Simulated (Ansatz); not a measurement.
# TiO2 (Anatase) (I4_1/amd) in Ansatz: further runs

One crystal, TiO2 (Anatase), is run at these levels: revPBE+D4, BLYP+D3(BJ); tasks: relaxation of cell and atoms.

All numbers are computed with Ansatz 0.2.0; they aren't measurements. Logs are shortened: lines on timing, memory, paths and dates and some standing lists are left out, and cuts for length are marked.

**1. The structure**

It takes space group I4_1/amd (No. 141, tetragonal). Conventional cell: a = 3.784 Å, b = 3.784 Å, c = 9.515 Å, α = 90.00°, β = 90.00°, γ = 90.00°. Ti (site symmetry -4m2) has 6 O at 1.93 to 1.98 Å as nearest neighbours. Around O (site symmetry 2mm) lie 3 Ti at 1.93 to 1.98 Å.

**2. Relaxation of cell and atoms, revPBE+D4**

Contents of input.yaml:

```yaml
crystal:
  lattice:
    - [-1.8921, 1.8921, 4.7573]
    - [1.8921, -1.8921, 4.7573]
    - [1.8921, 1.8921, -4.7573]
  atoms:
    - { symbol: Ti, position: [0.75, 0.25, 0.5] }
    - { symbol: Ti, position: [0.0, 0.0, 0.0] }
    - { symbol: O, position: [0.7919, 0.7919, 0.0] }
    - { symbol: O, position: [0.5419, 0.0419, 0.5] }
    - { symbol: O, position: [0.9581, 0.4581, 0.5] }
    - { symbol: O, position: [0.2081, 0.2081, 0.0] }
hamiltonian:
  xc: revpbe
  pseudopotentials: { kind: paw }
  dispersion: d4
kpoints:
  mp_grid: { grid: [10, 10, 10] }
scf:
  occupations: { method: fermi_dirac, width: 0.05 }
output:
  forces: true
  stress: true
relax:
  f_tol: 0.01
  max_steps: 40
  cell: { stress_tol: 0.05 }
```

Potentials or basis: Ansatz PAW.

Started as:

```
> ansatz run input.yaml --threads 2 --pin off --max-ram 5632MiB --backend cpu --events-out ev --progress --plain --runs-dir out
```

The log of the run:

```text
Warning: RAYON_NUM_THREADS=2 ignored (pool sized by the plan → 2); use --threads N
basis.fft_grid_basis auto: the FFT boxes are laid along the combinations [[1, 0, 1], [0, 1, 1], [0, 0, 1]] of the cell's own vectors, 3.784, 3.784 and 5.458 Å long. The dense box has 27×27×40 points. Along the cell's own vectors, as sized, it would have 40×40×40, 2.19 times as many. Of the 16 symmetry operations that the crystal satisfies within crystal.symmetry.tolerance (time reversal apart; of a slab, those that keep its plane) the dense box along the cell's own vectors carries 16, and the one as laid loses 14 of those. basis.fft_grid_basis: typed keeps the cell's own vectors: state it where this run's energies or levels are differenced outside the engine with another run's, or held beside a run that keeps those vectors.
Engine: ansatz 0.2.0, x86_64-unknown-linux-gnu
Pseudopotentials: kind: paw
Pseudopotential: Ti, paw, valence charge 12, recommended cutoff 420 eV (normal), Ti.paw.azcp
Pseudopotential: O, paw, valence charge 6, recommended cutoff 420 eV (normal), O.paw.azcp
Functional definition: revPBE
  parameter kappa = 1.245
  parameter beta = 0.06672455060314922
  exchange = pbe_x(kappa = kappa, mu = beta*pi^2/3)
  correlation = pbe_c(beta = beta)
Crystal: 6 atoms, lattice volume = 68.125 Å³
Basis set: ecut = 420 eV, 1315 PW (Γ), FFT grids on a1+a3, a2+a3, a3, exchange–correlation on 54×54×80 points (8 copies of the dense FFT grid, shifted against one another)
Bands: 30, of which v1, the nominal top of the filled ones, is band 24 counted from 1 (23 counted from 0)
Symmetry: 16 space group operations
Space group: I41/amd (ITA 141), of the structure as read, at distance tolerance 4.1e-5 Å
k-points: 102 of 1000
Non-local potential: Ti, projectors of the file, l = 0: 3, l = 1: 2, l = 2: 3, l = 3: 1
Non-local potential: O, projectors of the file, l = 0: 2, l = 1: 2, l = 2: 1
PAW form: soft (Blöchl's): semilocal exchange-correlation on the pseudo side does not see the compensation charge
PAW frozen core: Ti, regenerated for the run's functional, and the local potential with it (the file was generated under x = pbe(κ = 0.804, μ = 0.2195149727645171), c = pbe(β = 0.06672455060314922))
PAW frozen core: O, regenerated for the run's functional, and the local potential with it (the file was generated under x = pbe(κ = 0.804, μ = 0.2195149727645171), c = pbe(β = 0.06672455060314922))
PAW one-centre angular grid: Ti, 590 points (default); XC on 64 Gauss nodes
PAW one-centre angular grid: O, 110 points (default); XC on 64 Gauss nodes
Initial density: superposition of atomic densities (neutral atoms: chi_scale 0, normalization atom), corrected by the library's trained network
Initial wavefunctions: pseudopotential atomic-orbital guess
Functional: x = revpbe(κ = 1.245, μ = 0.2195149727645171), c = pbe(β = 0.06672455060314922)
SCF iter   1: F=—  HF=-7290.896494 eV  |F-HF|=—  |Δ(HF+E_count)|=         —  Δρ=5.06e-3  dr2=1.30e-2  ethr=1.77e-3  ⟨swp⟩=4.8  Hψ=12524  notcnv=0
preconditioner: auto → none  [insulator: Δε(μ)=2.212 eV  Ē_g=9.710 eV  σ=0.050 eV  W_gap=1.00  n_scr=14 (ndim 8)  ℏωp=25.4 eV  f_vac=0.102  D(μ)=0.00/eV (n_scr^D=0)  ε∞_Penn≈7.9]
SCF iter   2: F=—  HF=-7290.899956 eV  |F-HF|=—  |Δ(HF+E_count)|=   3.46e-3  Δρ=5.64e-3  dr2=1.79e-2  ethr=2.70e-5  ⟨swp⟩=2.0  Hψ=5884  notcnv=0  defer=163
SCF iter   3: F=—  HF=-7290.897200 eV  |F-HF|=—  |Δ(HF+E_count)|=   2.76e-3  Δρ=1.73e-3  dr2=1.52e-3  ethr=2.70e-5  ⟨swp⟩=2.0  Hψ=4733  notcnv=0  defer=163
SCF iter   4: F=—  HF=-7290.897488 eV  |F-HF|=—  |Δ(HF+E_count)|=   2.88e-4  Δρ=3.91e-4  dr2=5.63e-5  ethr=3.16e-6  ⟨swp⟩=2.0  Hψ=3785  notcnv=0  defer=163
SCF iter   5: F=—  HF=-7290.897366 eV  |F-HF|=—  |Δ(HF+E_count)|=   1.22e-4  Δρ=5.95e-5  dr2=8.34e-7  ethr=1.17e-7  ⟨swp⟩=2.1  Hψ=4242  notcnv=0  defer=163
[... 53 lines left out ...]
SCF iter   4: F=—  HF=-7290.899526 eV  |F-HF|=—  |Δ(HF+E_count)|=   1.30e-5  Δρ=4.19e-6  dr2=2.71e-9  ethr=1.86e-10  ⟨swp⟩=2.0  Hψ=4191  notcnv=0
SCF iter   5: F=—  HF=-7290.899527 eV  |F-HF|=—  |Δ(HF+E_count)|=   2.80e-7  Δρ=5.17e-7  dr2=6.18e-11  ethr=1.00e-12  ⟨swp⟩=3.9  Hψ=13230  notcnv=0
SCF iter   6: F=-7290.899527 eV  HF=-7290.899527 eV  |F-HF|=3.27e-11  |Δ(HF+E_count)|=   2.41e-9  Δρ=1.28e-7  dr2=1.04e-11  ethr=1.00e-12  ⟨swp⟩=4.7  Hψ=10163  notcnv=0
SCF 6 converged in 6 iterations: F = -7290.899527 eV  dr2 = 1.04e-11
relax step   6: F+E_penalty+E_count = -7290.89952663 eV  Δ(F+E_penalty+E_count) = -4.530e-4 eV  max|allowed force component| = 2.464e-4 eV/Å  Δτ_max = 0.0000 Å  P = +0.003 GPa  Ω = 68.235 Å³  stress off target by 2.18e-2 GPa  SCF on the basis re-selected at this cell (its energy is not comparable with the rows above)  (6 SCF iters)
basis re-selected at this cell: Δ(F+E_penalty+E_count) = -4.530e-4 eV, ΔP = +0.013 GPa vs the last step (what re-selecting the basis moved, of the pressure what is left beyond the Pulay correction that the steps carried, after the strain that the cell walked since its last selection, with what the two solves' SCF thresholds leave and, on support functions, any second-order correction that the steps lacked; it is no measure of the basis error at this ecutwfc). This SCF's stress stands 2.18e-2 GPa from its target on what of the cell is left free (relax.cell.stress_tol is 5.00e-2 GPa) and its largest allowed force component is 2.46e-4 eV/Å (relax.f_tol is 1.00e-2 eV/Å): within both
SCF converged after 6 iterations
Free energy (F): -7290.899527 eV
Harris-Foulkes:  -7290.899527 eV  (|F-HF|=3.27e-11)
Internal energy: -7290.899527 eV  (E = F + TS)
E sigma→0 (E₀):  -7290.899527 eV
Fermi energy:    8.561835 eV
--- Per-component energies (eV) ---
  E_band       = -452.109102
  E_kinetic    = 1249.960653
  E_local      = -3565.570732  (includes V_loc(G=0)·N_el)
  E_nonlocal   = 192.444798
  E_hartree    = 1384.983010
  E_xc         = -494.629356
  E_vxc        = -625.153630  (∫ρ·V_xc dr)
  E_paw        = -2732.199485  (= ΣΔE_a)
  E_vpaw       = -473.766312  (= ΣTr[D̂ρ^β])
  E_aug_tail   = 0.009983  (compensation charges beyond the density's cutoff)
  E_ewald      = -3323.507836
  E_disp       = -2.253080  (pairwise vdW)
  E_core_change = -0.137484  (= ΣΔE_core)
  E_smearing   = -0.000000  (= −TS)
  E_closure    = 0.000000  (closes the sum)
  Σ components = -7290.899527   (vs F -7290.899527, Δ=0.00e0)
--- Forces (eV/Å), atoms counted from 1 ---
  atom   1  Ti     0.00000000     0.00000000     0.00000000
  atom   2  Ti     0.00000000     0.00000000     0.00000000
  atom   3  O     -0.00000000     0.00000000     0.00024638
  atom   4  O      0.00000000     0.00000000     0.00024638
  atom   5  O     -0.00000000    -0.00000000    -0.00024638
  atom   6  O      0.00000000     0.00000000    -0.00024638
  max |Σ_I F_I| component: 5.96e-18 eV/Å
--- Stress (GPa, compression-positive) ---
       -0.006745       0.000000       0.000000
        0.000000      -0.006745      -0.000000
       -0.000000      -0.000000       0.021818
  P = ⅓ Tr σ = 0.0028 GPa (0.028 kbar)
--- Relaxed structure (5 steps of the walk, 5 accepted, 1 SCFs on fresh bases) ---
  F+E_penalty+E_count = -7290.89952663 eV   max|allowed force component| = 2.464e-4 eV/Å   (the final SCF, on the basis selected at the relaxed cell)
  cell:  # Å, volume = 68.2350 Å³
    - [-1.891842493130053, 1.891842493130053, 4.766256538915064]
    - [1.891842493130053, -1.891842493130053, 4.766256538915064]
    - [1.891842493130053, 1.891842493130053, -4.766256538915064]
  atoms:
    - { symbol: Ti, position: [0.7499999999999998, 0.24999999999999997, 0.49999999999999994] }
    - { symbol: Ti, position: [-7.596761275552029e-21, -7.596761275552083e-21, -1.2272870920693418e-34] }
    - { symbol: O, position: [0.7912816026004251, 0.7912816026004251, 2.05362489978027e-35] }
    - { symbol: O, position: [0.5412816026004252, 0.04128160260042525, 0.49999999999999994] }
    - { symbol: O, position: [0.9587183973995744, 0.4587183973995746, 0.49999999999999994] }
    - { symbol: O, position: [0.2087183973995747, 0.2087183973995747, 7.864670843494867e-35] }
```

Run time: 60 s. Hardware: 2 threads of Intel Xeon at 2.50GHz (Skylake/Cascade Lake), shared host; peak memory 0.49 GiB.

What came out:

```
Free energy                            : -7290.8995 eV
Relaxed volume                         : 11.37 Å³/atom
Relaxed cell                           : a = 5.466 Å, b = 5.466 Å, c = 5.466 Å, α = 139.50°, β = 139.50°, γ = 58.61°
Space group after relaxing (to 0.05 Å) : I4_1/amd (No. 141)
Energy gained by relaxing              : 0.4 meV/atom
Ionic steps                            : 6
Pressure after relaxing                : 0.0 GPa
Band gap on the k mesh                 : 2.15 eV
```

Step by step:
```
step  energy change (eV)  largest force (eV/Å)  volume (Å³)
   1              0.0000                0.1249        68.13
   2             -0.0012                0.0649        68.21
   3             -0.0018                0.0005        68.20
   4             -0.0018                0.0005        68.21
   5             -0.0017                0.0003        68.23
   6             -0.0022                0.0002        68.23
```

Final structure:
```
Ti O
1.0
    -1.89184    1.89184    4.76626
     1.89184   -1.89184    4.76626
     1.89184    1.89184   -4.76626
Ti O
2 4
Direct
  0.75000 0.25000 0.50000
  0.00000 0.00000 0.00000
  0.79128 0.79128 0.00000
  0.54128 0.04128 0.50000
  0.95872 0.45872 0.50000
  0.20872 0.20872 0.00000
```

Caveat: the plane-wave basis is chosen anew once the cell has moved, so the energies of steps on either side of that aren't comparable; the pressure holds a Pulay correction of +0.6 GPa for the finite cutoff; the PAW data sets come from PBE, with cores solved anew for the run's functional, which leaves a small shift of forces and pressure. A k mesh can miss the band edges.

**3. Relaxation of cell and atoms, BLYP+D3(BJ)**

input.yaml: that of step 2 with these lines changed.

```diff
@@ -13,5 +13,5 @@
 hamiltonian:
-  xc: revpbe
+  xc: blyp
   pseudopotentials: { kind: paw }
-  dispersion: d4
+  dispersion: d3bj
 kpoints:
@@ -23,2 +23,6 @@
   stress: true
+  write_density: true
+  write_potential: true
+  elf: true
+  volumetric_format: npy
 relax:
```

Potentials or basis: Ansatz PAW.

Started as:

```
> ansatz run input.yaml --threads 2 --pin off --max-ram 5632MiB --backend cpu --events-out ev --progress --plain --runs-dir out
```

The log of the run:

```text
Warning: RAYON_NUM_THREADS=2 ignored (pool sized by the plan → 2); use --threads N
[... 4 set-up lines as earlier in the session ...]
Functional definition: BLYP
  parameter beta = 0.0042
  parameter a = 0.04918
  parameter b = 0.132
  parameter c = 0.2533
[... 132 lines left out ...]
  k-point 2: bands = ["-48.8351", "-48.7886", "-25.3498", "-25.1882", "-25.1486", "-25.0962", "-25.0595", "-24.9762", "-9.6736", "-8.8458", "-8.7587", "-8.4879", "3.2026", "3.4116", "3.5573", "4.2105", "4.8632", "5.3026", "5.5568", "5.7919", "5.9195", "6.4127", "6.8796", "7.2443", "10.3943", "10.5732", "10.7653", "11.0364", "11.1102", "11.5347"]
  k-point 101: bands = ["-48.8133", "-48.8133", "-25.1715", "-25.1715", "-25.1504", "-25.1504", "-25.0384", "-25.0384", "-9.4682", "-9.4682", "-8.8446", "-8.8446", "3.8792", "3.8792", "3.8929", "3.8929", "5.5199", "5.5199", "6.1609", "6.1609", "6.2205", "6.2205", "7.3554", "7.3554", "9.9292", "9.9292", "11.1723", "11.1723", "11.6121", "11.6121"]
--- Relaxed structure (5 steps of the walk, 5 accepted, 2 SCFs on fresh bases) ---
  F+E_penalty+E_count = -7301.32311003 eV   max|allowed force component| = 8.273e-4 eV/Å   (the final SCF, on the basis selected at the relaxed cell)
  cell:  # Å, volume = 68.7337 Å³
    - [-1.89607949029619, 1.89607949029619, 4.779654526731747]
    - [1.89607949029619, -1.89607949029619, 4.779654526731747]
    - [1.89607949029619, 1.89607949029619, -4.779654526731747]
  atoms:
    - { symbol: Ti, position: [0.7499999999999999, 0.25000000000000006, 0.49999999999999994] }
    - { symbol: Ti, position: [1.842543791645879e-35, -2.4383820262633803e-35, -6.984668439746686e-35] }
    - { symbol: O, position: [0.7910361623467942, 0.7910361623467942, -5.548394805329427e-35] }
    - { symbol: O, position: [0.5410361623467942, 0.04103616234679414, 0.49999999999999994] }
    - { symbol: O, position: [0.9589638376532057, 0.4589638376532058, 0.49999999999999994] }
    - { symbol: O, position: [0.20896383765320584, 0.20896383765320584, 1.6520856242991698e-35] }
```

rho_z.tsv:

```text
# z_ang	rho[e/angstrom^3]
# format = ansatz-planar-average/11
# lattice	-1.896079490	1.896079490	4.779654527
# lattice	1.896079490	-1.896079490	4.779654527
# lattice	1.896079490	1.896079490	-4.779654527
# sites	6
# site	22	0.000000000	1.896079490	2.389827263
# site	22	-0.000000000	-0.000000000	0.000000000
# site	8	-0.000000000	0.000000000	7.561759148
# site	8	-0.000000000	1.896079490	0.392277358
# site	8	0.000000000	1.896079490	4.387377168
# site	8	0.000000000	-0.000000000	1.997549905
0.000000	9.845486e-1
0.137011	9.714759e-1
0.274023	9.330736e-1
0.411034	8.719447e-1
0.548045	7.928328e-1
0.685056	7.028382e-1
[... 32 lines left out ...]
5.206428	9.330736e-1
5.343439	9.714759e-1
```

Wall time 83 s (2 threads of Intel Xeon at 2.50GHz (Skylake/Cascade Lake), shared host); peak memory 0.53 GiB.

What came out:

| Item | Value |
| --- | --- |
| Free energy | -7301.3231 eV |
| Relaxed volume | 11.46 Å³/atom |
| Relaxed cell | a = 5.480 Å, b = 5.480 Å, c = 5.480 Å, α = 139.52°, β = 139.52°, γ = 58.59° |
| Space group after relaxing (to 0.05 Å) | I4_1/amd (No. 141) |
| Energy gained by relaxing | 1.5 meV/atom |
| Ionic steps | 7 |
| Pressure after relaxing | 0.0 GPa |
| Band gap on the k mesh | 2.09 eV, indirect (least direct gap 2.44 eV) |

Step by step:
| step | energy change (eV) | largest force (eV/Å) | volume (Å³) |
| --- | --- | --- | --- |
| 1 | 0.0000 | 0.2115 | 68.13 |
| 2 | -0.0048 | 0.0999 | 68.56 |
| 3 | -0.0054 | 0.0136 | 68.72 |
| 4 | -0.0056 | 0.0013 | 68.69 |
| 5 | -0.0088 | 0.0011 | 68.69 |
| 6 | -0.0086 | 0.0008 | 68.73 |
| 7 | -0.0088 | 0.0008 | 68.73 |

Final structure:
```cif
data_structure
_symmetry_space_group_name_H-M 'P 1'
_symmetry_Int_Tables_number 1
_cell_length_a 5.4805
_cell_length_b 5.4805
_cell_length_c 5.4805
_cell_angle_alpha 139.518
_cell_angle_beta 139.518
_cell_angle_gamma 58.586
_cell_volume 68.73
loop_
_atom_site_label
_atom_site_type_symbol
_atom_site_fract_x
_atom_site_fract_y
_atom_site_fract_z
_atom_site_occupancy
Ti1 Ti 0.75000 0.25000 0.50000 1
Ti2 Ti 0.00000 0.00000 0.00000 1
O1 O 0.79104 0.79104 0.00000 1
O2 O 0.54104 0.04104 0.50000 1
O3 O 0.95896 0.45896 0.50000 1
O4 O 0.20896 0.20896 0.00000 1
```

Caveat: the plane-wave basis is chosen anew once the cell has moved, so the energies of steps on either side of that aren't comparable; the pressure holds a Pulay correction of +0.8 GPa for the finite cutoff; the PAW data sets come from PBE, with cores solved anew for the run's functional, which leaves a small shift of forces and pressure. A k mesh can miss the band edges.
